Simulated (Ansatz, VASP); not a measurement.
## One calculation of S, two programs

```
S
1.0
     0.00000    2.37169    2.37169
     2.37169    0.00000    2.37169
     2.37169    2.37169    0.00000
S
2
Cartesian
  -0.5929 -0.5929 -0.5929
  0.5929 0.5929 0.5929
```

Change from the starting cell: volume scaled by 0.55, LAPW.

Alike in both runs: task single point; functional PBE; k mesh 13 × 13 × 13; occupations fermi-dirac, width 0.08 eV; no spin polarisation.

|  | VASP | Ansatz |
| --- | --- | --- |
| version | VASP 6.6.1 | Ansatz 0.2.0 |
| potentials or method | VASP PAW PBE potentials, release 64 (S), cutoff 520 eV | all-electron LAPW, scalar-relativistic |

|  | VASP | Ansatz | Ansatz less VASP |
| --- | --- | --- | --- |
| pressure (GPa) | 64.5 | 65.0 | +0.50 |

Ansatz ran all-electron here, so the differences hold the error of VASP's frozen core and of both bases.

Caveats: the cell as given lies far from equilibrium; so large a pressure means that the cell lies far from this level's equilibrium, or that cutoff or potentials fall short (VASP).
